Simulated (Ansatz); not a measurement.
Ga, DFT, PBE, all-electron LAPW, scalar-relativistic (Ansatz 0.2.0), run on 1 thread of Arm Neoverse V1 on a shared host.

The cell is COD entry 9012723, as deposited and not checked against the literature; nothing was relaxed.

Command: `ansatz run input.yaml --threads 1 --pin off --max-ram 2048MiB --backend cpu --events-out ev --progress --plain --runs-dir out`

```yaml
crystal:
  lattice:
    - [-1.404, 1.404, 2.229]
    - [1.404, -1.404, 2.229]
    - [1.404, 1.404, -2.229]
  atoms:
    - { symbol: Ga, position: [0.0, 0.0, 0.0] }
kpoints:
  mp_grid: { grid: [16, 16, 16] }
scf:
  occupations: { method: fermi_dirac, width: 0.03 }
hamiltonian:
  xc: pbe
  pseudopotentials:
    kind: all_electron
    lapw: { basis_error: 0.001, muffin_tin_radii: { Ga: 1.011 } }
output:
  forces: true
  stress: true
  eigenvalues: true
```

How large is the problem that the program sets up?

349 irreducible k-points, 461 plane waves at Γ, 15 bands.

Estimate the wall time and the peak memory.

45 s of wall time for 6 SCF iterations, with a peak of 0.61 GiB. Times on shared machines scatter by tens of per cent.
